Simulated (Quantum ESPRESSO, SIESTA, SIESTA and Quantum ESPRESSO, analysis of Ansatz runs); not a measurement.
**Levels of V_N in GaN (F-43m), rung by rung (SIESTA and Quantum ESPRESSO)**

Question: at which Fermi levels does V_N in GaN (F-43m) change its charge, and how much of the answer depends on the basis and the program? The model is a cell of 54 host atoms with 1 N taken out.

Calculated with SIESTA and Quantum ESPRESSO; SIESTA numerical-orbital DFT, PBEsol, DZP basis, PseudoDojo 0.4.1 potentials converted to PSML; charged supercells in a uniform background, point-charge correction with alignment at far sites.

## Step 1: Starting point

The cell holds 53 atoms: 27 Ga and 26 N. Cell: a = 9.607 Å, b = 9.607 Å, c = 9.607 Å, α = 60.0°, β = 60.0°, γ = 60.0°. It derives from GaN (space group F-43m). Nearest the centre at fractional (0.417, 0.417, 0.417): Ga44 at 1.96 Å, Ga32 at 1.96 Å, Ga28 at 1.96 Å, Ga27 at 1.96 Å, N39 at 3.20 Å, N16 at 3.20 Å, N31 at 3.20 Å, N43 at 3.20 Å.

Structure file:

```
CELL_PARAMETERS angstrom
0.00263 6.79347 6.79347
6.79347 0.00263 6.79347
6.79347 6.79347 0.00263
ATOMIC_POSITIONS crystal
Ga 0.99999 0.99999 0.99999
N 0.08331 0.08331 0.08331
Ga 0.99999 0.99999 0.33332
N 0.08331 0.08331 0.41664
Ga 0.99999 0.99999 0.66665
N 0.08331 0.08331 0.74997
Ga 0.99999 0.33332 0.99999
N 0.08331 0.41664 0.08331
Ga 0.99999 0.33332 0.33332
N 0.08331 0.41664 0.41664
Ga 0.99999 0.33332 0.66665
N 0.08331 0.41664 0.74997
Ga 0.99999 0.66665 0.99999
N 0.08331 0.74997 0.08331
Ga 0.99999 0.66665 0.33332
N 0.08331 0.74997 0.41664
Ga 0.99999 0.66665 0.66665
N 0.08331 0.74997 0.74997
Ga 0.33332 0.99999 0.99999
N 0.41664 0.08331 0.08331
Ga 0.33332 0.99999 0.33332
N 0.41664 0.08331 0.41664
Ga 0.33332 0.99999 0.66665
N 0.41664 0.08331 0.74997
Ga 0.33332 0.33332 0.99999
N 0.41664 0.41664 0.08331
Ga 0.33332 0.33332 0.33332
Ga 0.33332 0.33332 0.66665
N 0.41664 0.41664 0.74997
Ga 0.33332 0.66665 0.99999
N 0.41664 0.74997 0.08331
Ga 0.33332 0.66665 0.33332
N 0.41664 0.74997 0.41664
Ga 0.33332 0.66665 0.66665
N 0.41664 0.74997 0.74997
Ga 0.66665 0.99999 0.99999
N 0.74997 0.08331 0.08331
Ga 0.66665 0.99999 0.33332
N 0.74997 0.08331 0.41664
Ga 0.66665 0.99999 0.66665
N 0.74997 0.08331 0.74997
Ga 0.66665 0.33332 0.99999
N 0.74997 0.41664 0.08331
Ga 0.66665 0.33332 0.33332
N 0.74997 0.41664 0.41664
Ga 0.66665 0.33332 0.66665
N 0.74997 0.41664 0.74997
Ga 0.66665 0.66665 0.99999
N 0.74997 0.74997 0.08331
Ga 0.66665 0.66665 0.33332
N 0.74997 0.74997 0.41664
Ga 0.66665 0.66665 0.66665
N 0.74997 0.74997 0.74997
```

Known beforehand: the electronic dielectric constant, 6.13, and the static one, 10.76, from a response run on this crystal (DFPT, PBEsol, Quantum ESPRESSO) at that run's own cell.

The cell's shortest repeat is 9.6 Å.

The primitive cell was relaxed at this level beforehand, to 23.21 Å³.

The defect-free supercell was relaxed beforehand, from displaced atoms: they ended at most 0.01 Å from the sites they started about, so the symmetric structure holds.

## Step 2: Band edges

Levels are counted from the valence top, which comes from the unit cell, dense mesh; the energy of the host comes from the defect-free supercell at the defects' own k-points, so that the host's part of the sampling error cancels.

The input, host.fdf:

```
SystemName                      GaN
SystemLabel                     host
NumberOfSpecies                 2
NumberOfAtoms                   2
%block ChemicalSpeciesLabel
  1   31 Ga
  2    7 N
%endblock ChemicalSpeciesLabel
LatticeConstant                 1.0 Ang
%block LatticeVectors
     0.000875000     2.264491000     2.264491000
     2.264491000     0.000875000     2.264491000
     2.264491000     2.264491000     0.000875000
%endblock LatticeVectors
AtomicCoordinatesFormat         Fractional
%block AtomicCoordinatesAndAtomicSpecies
    -0.000042385    -0.000042385    -0.000042385  1
     0.249919368     0.249919368     0.249919368  2
%endblock AtomicCoordinatesAndAtomicSpecies
%block kgrid.MonkhorstPack
   12   0   0  0.00
    0  12   0  0.00
    0   0  12  0.00
%endblock kgrid.MonkhorstPack
XC.Functional                   GGA
XC.Authors                      PBEsol
PAO.BasisSize                   DZP
PAO.EnergyShift                 0.005 Ry
Mesh.Cutoff                     300 Ry
OccupationFunction              FD
ElectronicTemperature           0.01 eV
MaxSCFIterations                150
SCF.MustConverge                true
SCF.Mixer.Method                Pulay
SCF.Mixer.Weight                0.2
SCF.Mixer.History               10
SCF.DM.Tolerance                1.0e-4
SCF.H.Tolerance                 1.0e-3 eV
WriteForces                     true
Charge.Mulliken                 end
```

Launch:

```
$ OMP_NUM_THREADS=1 siesta host.fdf > host.out
```

Log:

```text
Version         : 5.4.2

                           ***********************
                           *  WELCOME TO SIESTA  *
                           ***********************

[...]
reinit: Reading from file host.fdf

reinit: -----------------------------------------------------------------------
reinit: System Name: GaN
reinit: -----------------------------------------------------------------------
reinit: System Label: host
reinit: -----------------------------------------------------------------------

initatom: Reading input for the pseudopotentials and atomic orbitals ----------
Species number:   1 Atomic number:   31 Label: Ga
Species number:   2 Atomic number:    7 Label: N

[... pseudopotential checks and orbital generation ...]

prinput: Basis input

PAO.BasisType split

%block ChemicalSpeciesLabel
    1   31 Ga                      # Species index, atomic number, species label
    2    7 N                       # Species index, atomic number, species label
%endblock ChemicalSpeciesLabel

%block PAO.Basis                 # Define Basis set
# WARNING: This information might be incomplete!
[...]
(Free)E + p*V (eV/cell)    -2359.2450
Target enthalpy (eV/cell)    -2359.2365
[...]
siesta: Final energy (eV):
siesta:  Band Struct. =    -300.928224
siesta:       Kinetic =    1897.633525
siesta:       Hartree =     592.178091
siesta:         Exch. =    -607.176754
siesta:         Corr. =     -39.278050
siesta:   Exch.-corr. =    -646.454804
siesta:  Ion-electron =   -2924.813018
siesta:       Ion-ion =   -1277.780327
siesta:         Total =   -2359.236533
siesta:         Fermi =      -5.464931
[...]
siesta: Stress tensor (static) (eV/Ang**3):
siesta:     0.000363   -0.000197   -0.000197
siesta:    -0.000197    0.000363   -0.000197
siesta:    -0.000197   -0.000197    0.000363
[...]
siesta: Cell volume =         23.210794 Ang**3
[...]
siesta: Pressure (static):
siesta:                Solid            Molecule  Units
siesta:          -0.00000396         -0.00000242  Ry/Bohr**3
siesta:          -0.00036322         -0.00022202  eV/Ang**3
siesta:          -0.58193601         -0.35572156  kBar
[...]
mulliken: Qtot =       18.000

Mulliken Atomic Populations:
Atom #   charge [q] valence [e]  Species
     1     0.862956   12.137044  Ga
     2    -0.862956    5.862956  N
 Total     0.000000

Job completed
```

Run time: 39 s. Hardware: 1 MPI rank of Arm Neoverse V2, shared host; peak memory 0.21 GiB.

The gap at this level is 1.65 eV.

Test of the sampling: at one point at (¼, ¼, ¼) the host's energy lies 74 meV an atom above its value on the primitive cell's dense mesh, too far, so all defect runs take a 2×2×2 mesh.

[end of part 1 of 4]

[Logs are printed without paths, hosts, clocks, repeated set-up lines and the standing remarks that a program may print on its own settings, such as how far it seeks lower states.]

[Hosts, paths, dates, database ids (printed as entryN), source tags and the programs' standing remarks are cut or masked in the printed files.]

[For some hosts the program warned that the k-mesh of the response run may be too coarse for force constants and the static dielectric constant; such warnings are not shown here.]

[Charge tables in the logs are Mulliken or Hirshfeld populations, whose sizes and signs can differ; where basis functions stand at a vacancy, SIESTA counts their charge against the missing atom's valence.]

[In relaxation paths of CP2K, step 0 can be the structure after the first move, since the trajectory file begins there, and the last row can be the final structure solved once more.]
